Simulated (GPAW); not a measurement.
# Ge (P6_3/mmc) in GPAW: single point with LDA

Aim: the single point of Ge with LDA.

Program: GPAW 26.7.0. These are calculated values, not measurements. Logs are shortened: lines on timing, memory, paths and dates and some standing lists are left out, and cuts for length are marked. The log counts tension as positive stress, the text compression.

## Step 1: Starting point

Symmetry: P6_3/mmc, No. 194, hexagonal system. Conventional cell: a = 3.998 Å, b = 3.998 Å, c = 6.599 Å, α = 90.00°, β = 90.00°, γ = 120.00°. Around Ge (site symmetry 3m) lie 4 Ge at 2.45 to 2.47 Å.

This isn't the form of Ge at room conditions, which is diamond.

## Step 2: Single point, LDA

Input file run.py:

```python
from ase import Atoms
from ase.dft.bandgap import bandgap
from ase.io import write
from ase.units import GPa
from gpaw import GPAW, PW

atoms = Atoms(['Ge', 'Ge', 'Ge', 'Ge'],
              cell=[[3.9975858431, 0.0, 0.0],
                    [-1.9987929216, 3.462010894, 0.0],
                    [0.0, 0.0, 6.59937795]],
              scaled_positions=[[0.3333333333, 0.6666666667, 0.93709875],
                                [0.6666666667, 0.3333333333, 0.43709875],
                                [0.3333333333, 0.6666666667, 0.56290125],
                                [0.6666666667, 0.3333333333, 0.06290125]],
              pbc=True)

calc = GPAW(mode=PW(450),
            xc='LDA',
            kpts={'size': (6, 6, 4), 'gamma': True},
            occupations={'name': 'fermi-dirac', 'width': 0.05},
            nbands=18,
            maxiter=120,
            txt='gpaw.txt')
atoms.calc = calc
energy = atoms.get_potential_energy()
forces = atoms.get_forces()
stress = atoms.get_stress()
calc.write('gs.gpw')
write('result.traj', atoms)
print(f'Energy: {energy:.6f} eV')
print('Forces (eV/A):')
print(forces.round(4))
print('Stress (GPa):', (stress / GPa).round(3))
print('Fermi level:', round(calc.get_fermi_level(), 4), 'eV')
print(f'Gap: {bandgap(calc)[0]:.4f} eV, direct: {bandgap(calc, direct=True)[0]:.4f} eV')
```

Potentials or basis: the program's PAW data sets (release 1.2.1) made for this functional, pw.

On the command line:

```bash
$ OMP_NUM_THREADS=1 python run.py
```

gpaw.txt:

```text
__  _  _
 | _ |_)|_||  |
 |__||  | ||/\| - 26.7.0

Input parameters:
  mode=PW(ecut=450.00000000000006),
  kpts=MonkhorstPack(size=(6, 6, 4), gamma=True),
  maxiter=120,
  nbands=18,
  occupations=Occupations(name='fermi-dirac', width=0.05),
  xc=XC(name='LDA')

Diagonalizing LCAO Hamiltonian
Converting LCAO to pw mode

        Ge

        Ge
            Ge

            Ge

Atoms  # Å, Bohr magnetons
|   | symbol |         x |        y |        z |    initial magnetic moments |
|---|--------|-----------|----------|----------|-----------------------------|
| 0 |     Ge | -0.000000 | 2.308007 | 6.184269 | ( 0.0000,  0.0000,  0.0000) |
| 1 |     Ge |  1.998793 | 1.154004 | 2.884580 | ( 0.0000,  0.0000,  0.0000) |
| 2 |     Ge | -0.000000 | 2.308007 | 3.714798 | ( 0.0000,  0.0000,  0.0000) |
| 3 |     Ge |  1.998793 | 1.154004 | 0.415109 | ( 0.0000,  0.0000,  0.0000) |

Unit cell  # Å
| periodic |         x |        y |        z |  lengths |     angles |
|----------|-----------|----------|----------|----------|------------|
|      yes |  3.997586 | 0.000000 | 0.000000 | 3.997586 |  90.000000 |
|      yes | -1.998793 | 3.462011 | 0.000000 | 3.997586 |  90.000000 |
|      yes |  0.000000 | 0.000000 | 6.599378 | 6.599378 | 120.000000 |

Number of symmetries: 12
Symmetry operations  # r_c * U_cc + t_c -> r_c
|    | kind |            matrix            |
|----|------|------------------------------|
|  0 |  σ   |  1, 1, 0,  0,-1, 0,  0, 0, 1 |
|  1 |  S6  |  1, 1, 0, -1, 0, 0,  0, 0,-1 |
|  2 |  E   |  1, 0, 0,  0, 1, 0,  0, 0, 1 |
|  3 |  C2  |  1, 0, 0, -1,-1, 0,  0, 0,-1 |
|  4 |  C2  |  0, 1, 0,  1, 0, 0,  0, 0,-1 |
|  5 |  C3  |  0, 1, 0, -1,-1, 0,  0, 0, 1 |
|  6 |  S6  |  0,-1, 0,  1, 1, 0,  0, 0,-1 |
|  7 |  σ   |  0,-1, 0, -1, 0, 0,  0, 0, 1 |
|  8 |  σ   | -1, 0, 0,  1, 1, 0,  0, 0, 1 |
|  9 |  i   | -1, 0, 0,  0,-1, 0,  0, 0,-1 |
| 10 |  C3  | -1,-1, 0,  1, 0, 0,  0, 0, 1 |
| 11 |  C2  | -1,-1, 0,  0, 1, 0,  0, 0,-1 |

BZ-sampling:
  Number of BZ points: 144
  Number of IBZ points: 24

  Monkhorst-Pack size: [6, 6, 4]
  Monkhorst-Pack shift: [0.08333333333333333, 0.08333333333333333, 0.125]

K-points  # in reciprocal-cell coordinates
|     |                                coordinates |     weight |
|-----|--------------------------------------------|------------|
|   0 | (  0.00000000,   0.00000000,   0.00000000) | 0.00694444 |
|   1 | (  0.00000000,   0.00000000,   0.25000000) | 0.01388889 |
|   2 | (  0.00000000,   0.00000000,   0.50000000) | 0.00694444 |
|   3 | (  0.16666667,   0.00000000,  -0.25000000) | 0.04166667 |
|   4 | (  0.16666667,   0.00000000,   0.00000000) | 0.04166667 |
|   5 | (  0.16666667,   0.00000000,   0.25000000) | 0.04166667 |
|   6 | (  0.16666667,   0.00000000,   0.50000000) | 0.04166667 |
|   7 | (  0.33333333,  -0.16666667,   0.00000000) | 0.04166667 |
|   8 | (  0.33333333,  -0.16666667,   0.25000000) | 0.08333333 |
|   9 | (  0.33333333,  -0.16666667,   0.50000000) | 0.04166667 |
| ... |                                            |            |
|  23 | (  0.50000000,   0.50000000,   0.50000000) | 0.02083333 |

Plane wave coefficients: 2004
Cutoff: 450.00000000000006 eV

Spin-components: 1 (collinear spins)
Bands:           18
Projectors:      20
Spin-degeneracy: 2
Datatype:        complex128

Parallelization:
  kpt:    1
  domain: 1
  band:   1

Density:
  Valence electrons: 16.0
  Components: 1
  Grid points: [20 20 35]
  Charge: 0.0  # |e|

Potential:
  Grid points: [20 20 35]

species:
  Ge:
    name:    Germanium
    Z:       32.0
    valence: 4
    core:    28
    charge:  0.0  # [|e|]
    compensation charges:
      type: gauss
      rc: 0.32  # [Å]
      lmax: 2
    cutoffs:
      filter: 1.77  # [Å]
      core: 3.42  # [Å]
    projectors
    | kind |    occ | energy [eV] | rcut [Å] |
    |------|--------|-------------|----------|
    |   4s |  2.000 |     -11.940 |    1.005 |
    |   4p |  2.000 |      -4.047 |    1.005 |
    |    s |        |      15.272 |    1.005 |
    |    p |        |      23.164 |    1.005 |
    |    d |        |       0.000 |    1.005 |

    Using partial waves for Ge as LCAO basis

Reference energy: -228071.270857  # eV

eigensolver:
  PPCG
  Converge bands: occupied
  niter=2

density mixing:
  MSR1-Mixer
  Pratt-step length: 0.05
  Maximum mixing coefficient: 0.75
  Old densities: 10
  SVD Regularization: 0.005
  Good broyden scale: 1.0
  Trust region scale: 1.0
  Backstep threshold: 4.0
  History deletion threshold: 6.0
  Fourier metric: weight=20.0, sigma=0.015

occupation numbers:
  Fermi-Dirac:
    width: 0.0500  # eV

poisson solver:
  ecut: 3600.0000000000005  # eV

xc functional:
  name: None

convergence criteria:
- Maximum [total energy] change in last 3 cyles: 0.0005 eV / valence electron
- Maximum integral of absolute [dens]ity change: 0.0001 electrons / valence electron
- Maximum integral of absolute [eigenst]ate change: 4e-08 eV^2 / valence electron
maximum number of iterations: 120

SCF iterations
|iter     | |      energy | eigst |  dens |
|---------|-|-------------|-------|-------|
|iter:   1| |  -20.864580 | -0.45 |       |
|iter:   2| |  -20.843429 | -2.70 | -0.91 |
|iter:   3| |  -20.664701 | -2.46 | -0.93 |
|iter:   4| |  -20.658465 | -3.51 | -1.57 |
|iter:   5| |  -20.658396c| -5.08 | -2.43 |
|iter:   6| |  -20.658399c| -6.35 | -3.26 |
|iter:   7| |  -20.658400c| -7.60c| -3.72 |
|iter:   8| |  -20.658400c| -8.14c| -4.90c|

Converged in 8 steps
Energy contributions relative to reference atoms: (reference = -228071.270857)

Energy contributions:
  Kinetic:          49.758890
  Coulomb:         -44.876603
  Zero:              0.011719
  External:          0.000000
  Xc:              -25.551437
  Entropy:          -0.001938
  Spinorbit:         0.000000
  ----------------------------
  Free energy:     -20.659369
  Extrapolated:    -20.658400

dipole moment: (0.000251, 0.000435, 0.000829)  # |e|*Ang

Fermi level: 5.571
Eigenvalues  # (at kpt = [0.000, 0.000, 0.000])
| band index |      eig [eV] | occ [0-2] |
|------------|---------------|-----------|
|          0 |        -7.170 |     2.000 |
|          1 |        -5.155 |     2.000 |
|          2 |        -2.013 |     2.000 |
|          3 |         4.157 |     2.000 |
|          4 |         4.157 |     2.000 |
|          5 |         5.442 |     1.858 |
|          6 |         5.469 |     1.768 |
|          7 |         5.473 |     1.751 |
|          8 |         5.752 |     0.052 |
|          9 |         5.752 |     0.052 |
|         10 |         7.881 |     0.000 |
|         11 |         7.881 |     0.000 |
|         12 |         8.361 |     0.000 |
|         13 |        10.177 |     0.000 |
|         14 |        10.177 |     0.000 |
|         15 |        11.569 |     0.000 |
|        ... |               |           |
|         17 |        12.998 |     0.000 |

Gap: 0.171 eV
Transition (v -> c):
  (s=0, k=0, n=7, [0.00, 0.00, 0.00]) -> (s=0, k=1, n=8, [0.00, 0.00, 0.25])
Direct/indirect transitions are different
Direct gap: 0.251 eV
Transition at: (s=0, k=1, n=7, [0.00, 0.00, 0.25])

Forces  # eV/Ang
|        x |        y |        z |
|----------|----------|----------|
|  0.00000 | -0.00000 |  0.00224 |  # Ge   0
| -0.00000 |  0.00000 |  0.00224 |  # Ge   1
|  0.00000 | -0.00000 | -0.00224 |  # Ge   2
| -0.00000 |  0.00000 | -0.00224 |  # Ge   3

Stress tensor  # eV/Ang^3
|        x |        y |        z |
|----------|----------|----------|
| 0.008331 | 0.000000 | 0.000000 |
| 0.000000 | 0.008331 | 0.000000 |
| 0.000000 | 0.000000 | 0.012412 |

# Writing to gs.gpw (mode='')
```

Run time: 12 s. Hardware: 1 thread of Arm Neoverse V1, shared host; peak memory 0.16 GiB.

Results:

| Property | Result |
| --- | --- |
| Free energy | -20.6594 eV |
| Pressure | -1.6 GPa |
| Band gap on the k mesh | 0.17 eV, indirect (least direct gap 0.25 eV) |

Forces in eV/Å, atoms in the order of the input:
```
Ge   0.000  0.000  0.002
Ge   0.000  0.000  0.002
Ge   0.000  0.000 -0.002
Ge   0.000  0.000 -0.002
```

Caveat: the cutoff is short for stress and forces, so pressures can be off by a GPa or more. A k mesh can miss the band edges.
